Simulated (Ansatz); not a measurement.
# Li: the cost of one run

Program: Ansatz 0.2.0. Level of theory: DFT LDA, scalar-relativistic. These are calculated values, not measurements.

## 1. The structure to begin with

The structure is cubic, space group Fm-3m (No. 225). The conventional cell has a = 4.334 Å, b = 4.334 Å, c = 4.334 Å, α = 90.00°, β = 90.00°, γ = 90.00°. Li (site symmetry m-3m) has 12 Li at 3.06 Å as nearest neighbours.

Coordinates:

```cif
data_structure
_symmetry_space_group_name_H-M 'P 1'
_symmetry_Int_Tables_number 1
_cell_length_a 3.0644
_cell_length_b 3.0644
_cell_length_c 3.0644
_cell_angle_alpha 60.000
_cell_angle_beta 60.000
_cell_angle_gamma 60.000
_cell_volume 20.35
loop_
_atom_site_label
_atom_site_type_symbol
_atom_site_fract_x
_atom_site_fract_y
_atom_site_fract_z
_atom_site_occupancy
Li1 Li 0.00000 0.00000 0.00000 1
```

The cell is one relaxed in the Materials Project, used as it stands.

## 2. Volume × 0.96, LAPW

The input, input.yaml:

```yaml
crystal:
  lattice:
    - [0.0, 2.137547227, 2.137547227]
    - [2.137547227, 0.0, 2.137547227]
    - [2.137547227, 2.137547227, 0.0]
  atoms:
    - { symbol: Li, position: [0.0, 0.0, 0.0] }
kpoints:
  mp_grid: { grid: [16, 16, 16] }
scf:
  occupations: { method: fermi_dirac, width: 0.08 }
hamiltonian:
  xc: lda
  pseudopotentials: { kind: all_electron, lapw: { basis_error: 0.0005 } }
output:
  forces: true
  stress: true
  eigenvalues: true
```

The run is started by

```
$ ansatz run input.yaml --threads 1 --pin off --max-ram 2048MiB --backend cpu --events-out ev --progress --plain --runs-dir out
```

**Question.** How long does this run take on 1 thread of Arm Neoverse V1, shared host?

About 2 s.
